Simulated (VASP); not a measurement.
# BeTe (F-43m) in VASP: a series of runs, part 2 of 2

VASP 6.6.1.

### 3 Relaxation of cell and atoms, vdW-DF

Input file INCAR:

```
AGGAC = 0.0
ALGO = Fast
EDIFF = 1E-7
EDIFFG = -0.01
ENCUT = 600
GGA = RE
IBRION = 2
ISIF = 3
ISMEAR = -1
LASPH = True
LCHARG = False
LREAL = False
LUSE_VDW = True
LWAVE = False
NELM = 100
NSW = 60
PREC = Accurate
SIGMA = 0.05
```

Input file KPOINTS:

```
k-points
0
Gamma
  8 8 8
```

Input file POSCAR:

```
BeTe
1.0
    0.0000000000      2.7700000000      2.7700000000
    2.7700000000      0.0000000000      2.7700000000
    2.7700000000      2.7700000000      0.0000000000
Te Be
1 1
Direct
    0.7500000000      0.7500000000      0.7500000000
    0.0000000000      0.0000000000      0.0000000000
```

Potentials or basis: VASP PAW PBE potentials, release 64 (Te, Be).

On the command line:

```bash
$ cat potpaw_PBE.64/Te/POTCAR potpaw_PBE.64/Be/POTCAR > POTCAR
$ mpirun -np 1 vasp_std > vasp.out
```

OUTCAR:

```text
EDIFF = 1E-7
   EDIFFG = -0.01
   ENCUT = 600
   GGA = RE
   IBRION = 2
   ISIF = 3
   ISMEAR = -1
   LASPH = True
   LREAL = False
   NELM = 100
   NSW = 60
   PREC = Accurate

 ion  position               nearest neighbor table
   1  0.750  0.750  0.750-   2 2.40   2 2.40   2 2.40   2 2.40
   2  0.000  0.000  0.000-   1 2.40   1 2.40   1 2.40   1 2.40

  LATTYP: Found a face centered cubic cell.
 ALAT       =     5.5400000000

  Lattice vectors:

 A1 = (   0.0000000000,   2.7700000000,   2.7700000000)
 A2 = (   2.7700000000,   0.0000000000,   2.7700000000)
 A3 = (   2.7700000000,   2.7700000000,   0.0000000000)

Analysis of symmetry for initial positions (statically):
=====================================================================
 Subroutine PRICEL returns:
 Original cell was already a primitive cell.

 Routine SETGRP: Setting up the symmetry group for a
 face centered cubic supercell.

 Subroutine GETGRP returns: Found 24 space group operations
 (whereof 24 operations were pure point group operations)
 out of a pool of 48 trial point group operations.

The static configuration has the point symmetry T_d .

Analysis of symmetry for dynamics (positions and initial velocities):
=====================================================================
 Subroutine PRICEL returns:
 Original cell was already a primitive cell.

 Routine SETGRP: Setting up the symmetry group for a
 face centered cubic supercell.

 Subroutine GETGRP returns: Found 24 space group operations
 (whereof 24 operations were pure point group operations)
 out of a pool of 48 trial point group operations.

The dynamic configuration has the point symmetry T_d .

 Subroutine INISYM returns: Found 24 space group operations
 (whereof 24 operations are pure point group operations),
 and found     1 'primitive' translations

----------------------------------------------------------------------------------------

                                     Primitive cell

  volume of cell :      42.5079

  direct lattice vectors                    reciprocal lattice vectors
     0.000000000  2.770000000  2.770000000    -0.180505415  0.180505415  0.180505415
     2.770000000  0.000000000  2.770000000     0.180505415 -0.180505415  0.180505415
     2.770000000  2.770000000  0.000000000     0.180505415  0.180505415 -0.180505415

  length of vectors
     3.917371568  3.917371568  3.917371568     0.312644550  0.312644550  0.312644550

  position of ions in fractional coordinates (direct lattice)
     0.750000000  0.750000000  0.750000000
     0.000000000  0.000000000  0.000000000

  ion indices of the primitive-cell ions
   primitive index   ion index
                 1           1
                 2           2

----------------------------------------------------------------------------------------

 KPOINTS: k-points

Automatic generation of k-mesh.
 Grid dimensions read from file:
 generate k-points for:    8    8    8

 Generating k-lattice:

  Cartesian coordinates                     Fractional coordinates (reciprocal lattice)
[... 44 lines left out ...]
   total plane-waves  NPLWV =  32768
   dimension x,y,z NGX =    32 NGY =   32 NGZ =   32
   dimension x,y,z NGXF=    64 NGYF=   64 NGZF=   64
   ions per type =               1   1
   NGX,Y,Z   is equivalent  to a cutoff of  13.58, 13.58, 13.58 a.u.
   NGXF,Y,Z  is equivalent  to a cutoff of  27.16, 27.16, 27.16 a.u.
 SYSTEM =  unknown system
   PREC   = accura    normal or accurate (medium, high low for compatibility)
   ISTART =      0    job   : 0-new  1-cont  2-samecut
   ICHARG =      2    charge: 1-file 2-atom 10-const
   ISPIN  =      1    spin polarized calculation?
   LNONCOLLINEAR =      F non collinear calculations
   LSORBIT =      F    spin-orbit coupling
   LASPH  =      T    aspherical Exc in radial PAW
   ENCUT  =  600.0 eV  44.10 Ry    6.64 a.u.   7.82  7.82  7.82*2*pi/ulx,y,z
   NELM   =    100;   NELMIN=  2; NELMDL= -5     # of ELM steps
   EDIFF  = 0.1E-06   stopping-criterion for ELM
   LREAL  =      F    real-space projection
   EDIFFG = -.1E-01   stopping-criterion for IOM
   NSW    =     60    number of steps for IOM
   IBRION =      2    ionic relax: 0-MD 1-quasi-New 2-CG
   NFREE  =      1    steps in history (QN), initial steepest desc. (CG)
   ISIF   =      3    stress and relaxation
   ISYM   =      2    0-nonsym 1-usesym 2-fastsym
   POTIM  = 0.5000    time-step for ionic-motion
   TEBEG  =    0.0;   TEEND  =   0.0 temperature during run
   PSTRESS=    0.0 pullay stress
   NELECT =       8.0000    total number of electrons
   NUPDOWN=      -1.0000    fix difference up-down
   EMIN   =  10.00;   EMAX   =-10.00  energy-range for DOS
   EFERMI =   0.00;   METHOD = LEGACY
   ISMEAR =    -1;   SIGMA  =   0.05  broadening in eV -4-tet -1-fermi 0-gaus
   EFERMI_NEDOS =   21; number of points for ismear=-14 and -15
   IALGO  =     68    algorithm
   IMIX   =      4    mixing-type and parameters
     AMIX     =   0.40;   BMIX     =  1.00
     AMIX_MAG =   1.60;   BMIX_MAG =  1.00
  volume/ion in A,a.u.               =      21.25       143.43
  Fermi-wavevector in a.u.,A,eV,Ry     =   0.938170  1.772885 11.975354  0.880164
  Thomas-Fermi vector in A             =   2.065355
   LORBIT       =      0    0 simple, 1 ext, 2 COOP (PROOUT), +10 PAW based schemes
   GGA     = RE    functional components
   LHFCALC =     F    Hartree Fock is set to
   AEXX    =    0.0000 exact exchange contribution
   IVDW_NL    =     1    kernel type
   BPARAM     = 6.3000
   IVDW    =     0    specifies the selected vdW correction
   LEPSILON=     F    determine dielectric tensor
   LRPA    =     F    only Hartree local field effects (RPA)
 conjugate gradient relaxation of ions
 non-spin polarized calculation
 RMM-DIIS sequential band-by-band and
  energy-cutoff  :      600.00
  volume of cell :       42.51
 maximum number of plane-waves:      1433
   NGX = 15   NGY = 15   NGZ = 15

--------------------------------------- Ionic step        1  -------------------------------------------

 number of electron       8.0000000 magnetization

 Free energy of the ion-electron system (eV)
  ---------------------------------------------------
  ext. energy  EPLUGINS =         0.00000000
  ---------------------------------------------------
  free energy    TOTEN  =        -4.42848082 eV

  energy without entropy =       -4.42848082  energy(sigma->0) =       -4.42848082

------------------------ aborting loop because EDIFF is reached ----------------------------------------

  FORCE on cell =-STRESS in cart. coord.  units (eV):
  Direction    XX          YY          ZZ          XY          YZ          ZX
  --------------------------------------------------------------------------------------
  -------------------------------------------------------------------------------------
  Total        1.8711196      1.8711196      1.8711196     -0.0000000      0.0000000      0.0000000
  in kB       70.5249583     70.5249583     70.5249583     -0.0000000      0.0000000      0.0000000
  external PRESSURE =      70.5249583 kB  Pullay stress =       0.0000000 kB
[... 63 lines left out ...]
--------------------------------------- Ionic step        3  -------------------------------------------

 number of electron       8.0000000 magnetization

 Free energy of the ion-electron system (eV)
  ---------------------------------------------------
  ext. energy  EPLUGINS =         0.00000000
  ---------------------------------------------------
  free energy    TOTEN  =        -4.52567394 eV

  energy without entropy =       -4.52567394  energy(sigma->0) =       -4.52567394

 E-fermi :   5.4321     XC(G=0):  -8.6500

 val. band max:        4.4842702113   @ k =   0.0000   0.0000   0.0000
 cond. band min:       6.8224150863   @ k =   0.5000   0.5000   0.0000
 fundamental gap:      2.3381448750
 Fermi energy:         5.4320973461

 k-point     1 :       0.0000    0.0000    0.0000
  band No.  band energies     occupation
      1      -7.3980      2.00000
      2       4.4843      2.00000
      3       4.4843      2.00000
      4       4.4843      2.00000
      5       8.0649      0.00000
      6       8.2446      0.00000
      7       8.2446      0.00000
      8       8.2446      0.00000
[... 243 lines left out ...]
 k-point    24 :      -0.3750    0.2500    0.1250
  band No.  band energies     occupation
      1      -6.0053      2.00000
      2      -0.2231      2.00000
      3       1.8518      2.00000
      4       2.7836      2.00000
      5       8.7488      0.00000
      6       9.0301      0.00000
      7      11.0616      0.00000
      8      12.1647      0.00000

 [... further k-points ...]

------------------------ aborting loop because EDIFF is reached ----------------------------------------

  FORCE on cell =-STRESS in cart. coord.  units (eV):
  Direction    XX          YY          ZZ          XY          YZ          ZX
  --------------------------------------------------------------------------------------
  -------------------------------------------------------------------------------------
  Total        0.0099875      0.0099875      0.0099875      0.0000000      0.0000000      0.0000000
  in kB        0.3381582      0.3381582      0.3381582      0.0000000      0.0000000      0.0000000
  external PRESSURE =       0.3381582 kB  Pullay stress =       0.0000000 kB
[... 21 lines left out ...]
  energy  without entropy=       -4.5256739439  energy(sigma->0) =       -4.52567394

Total vdW correction in eV:      1.3996741

 reached required accuracy - stopping structural energy minimisation
```

CONTCAR:

```text
BeTe
   1.00000000000000
    -0.0000000000000000    2.8708213429655762    2.8708213429655762
     2.8708213429655762    0.0000000000000000    2.8708213429655762
     2.8708213429655762    2.8708213429655762    0.0000000000000000
  Te              Be
     1     1
Direct
     0.7500000000000000    0.7500000000000000    0.7500000000000000
     0.0000000000000000    0.0000000000000000    0.0000000000000000

  0.00000000E+00  0.00000000E+00  0.00000000E+00
  0.00000000E+00  0.00000000E+00  0.00000000E+00
```

Run time: 4 min. Hardware: 1 thread of Intel Xeon Platinum 8488C (Sapphire Rapids), shared host; peak memory 0.4 GiB.

What came out:

| Property | Result |
| --- | --- |
| Free energy | -4.5257 eV |
| Relaxed volume | 23.66 Å³/atom |
| Relaxed cell | a = 4.060 Å, b = 4.060 Å, c = 4.060 Å, α = 60.00°, β = 60.00°, γ = 60.00° |
| Space group after relaxing (to 0.05 Å) | F-43m (No. 216) |
| Energy gained by relaxing | 48.6 meV/atom |
| Ionic steps | 3 |
| Pressure after relaxing | 0.0 GPa |
| Band gap on the k mesh | 2.34 eV, indirect (least direct gap 3.58 eV) |

Step by step:
```
step  energy change (eV)  largest force (eV/Å)  pressure (GPa)  volume (Å³)
   1              0.0000                0.0000            7.05        42.51
   2             -0.0926                0.0000           -1.23        48.53
   3             -0.0972                0.0000            0.03        47.32
```

Final structure:
```cif
data_structure
_symmetry_space_group_name_H-M 'P 1'
_symmetry_Int_Tables_number 1
_cell_length_a 4.0600
_cell_length_b 4.0600
_cell_length_c 4.0600
_cell_angle_alpha 60.000
_cell_angle_beta 60.000
_cell_angle_gamma 60.000
_cell_volume 47.32
loop_
_atom_site_label
_atom_site_type_symbol
_atom_site_fract_x
_atom_site_fract_y
_atom_site_fract_z
_atom_site_occupancy
Te1 Te 0.75000 0.75000 0.75000 1
Be1 Be 0.00000 0.00000 0.00000 1
```

Caveat: the PAW data sets were made with another functional, which shifts forces and pressure a little; spin-orbit coupling is left out, which moves the levels of the heavy elements; the volume moved by +11 % from the deposited cell, more than functionals usually miss.

### 4 Relaxation of cell and atoms, BEEF-vdW

Input file INCAR:

```
PREC = Accurate
ENCUT = 600
EDIFF = 1E-7
ISMEAR = -1
SIGMA = 0.05
LREAL = F
LASPH = T
NELM = 80
ALGO = Normal
ISIF = 3
LWAVE = F
LCHARG = F
GGA = BF
LUSE_VDW = T
ZAB_VDW = -1.8867
IBRION = 2
NSW = 60
EDIFFG = -0.01
```

Input file KPOINTS:

```
regular mesh
0
Gamma
  8 8 8
```

POSCAR is that of step 3.

On the command line:

```bash
$ cat potpaw_PBE.64/Te/POTCAR potpaw_PBE.64/Be/POTCAR > POTCAR
$ mpirun -np 1 vasp_std > vasp.out
```

Run time: 2.5 min. Hardware: 1 thread of Intel Xeon Platinum 8488C (Sapphire Rapids), shared host; peak memory 0.4 GiB.

The run converged. Its results:

```
Free energy                            : -5.0858 eV
Relaxed volume                         : 22.99 Å³/atom
Relaxed cell                           : a = 4.021 Å, b = 4.021 Å, c = 4.021 Å, α = 60.00°, β = 60.00°, γ = 60.00°
Space group after relaxing (to 0.05 Å) : F-43m (No. 216)
Energy gained by relaxing              : 26.3 meV/atom
Ionic steps                            : 3
Pressure after relaxing                : 0.0 GPa
Band gap on the k mesh                 : 2.18 eV, indirect (least direct gap 3.69 eV)
```

Step by step:
```tsv
step	energy change (eV)	largest force (eV/Å)	pressure (GPa)	volume (Å³)
1	0.0000	0.0000	5.19	42.51
2	-0.0497	0.0000	-1.03	46.88
3	-0.0527	0.0000	0.02	45.98
```

Final structure:
```
CELL_PARAMETERS angstrom
0.00000 2.84343 2.84343
2.84343 0.00000 2.84343
2.84343 2.84343 0.00000
ATOMIC_POSITIONS crystal
Te 0.75000 0.75000 0.75000
Be 0.00000 0.00000 0.00000
```

Levels at points of the mesh, in eV from the valence-band top:
```tsv
k point	band 1	band 2	band 3	band 4	band 5	band 6	band 7	band 8
(0.00, 0.00, 0.00)	-12.07	0.00	0.00	0.00	3.69	3.70	3.70	3.70
(0.50, 0.00, 0.00)	-10.81	-5.30	-1.07	-1.07	3.06	4.68	4.68	8.00
(0.50, 0.50, 0.00)	-10.35	-4.92	-2.50	-2.50	2.18	2.78	9.57	9.57
```

Caveat: the PAW data sets were made with another functional, which shifts forces and pressure a little; spin-orbit coupling is left out, which moves the levels of the heavy elements.

### 5 Overview

```csv
task,level,cell,cutoff (eV),smearing,gap on the mesh (eV),pressure (GPa),relaxed volume (Å³/atom)
single point,PBE,as given,520,gaussian 0.013 eV,1.85,4.5,-
relaxation of cell and atoms,vdW-DF,relaxed,600,fermi-dirac 0.05 eV,2.34,0.0,23.66
relaxation of cell and atoms,BEEF-vdW,relaxed,600,fermi-dirac 0.05 eV,2.18,0.0,22.99
```

Alike in all rows: potentials or basis VASP PAW PBE potentials, release 64 (Te, Be); no spin polarisation; k mesh 8 × 8 × 8.

Caveats: spin-orbit coupling is left out, which moves the levels of the heavy elements; the PAW data sets were made with another functional, which shifts forces and pressure a little (some runs); the volume moved by +11 % from the deposited cell, more than functionals usually miss (some runs).

Absolute energies hang on the potentials; compare differences alone.
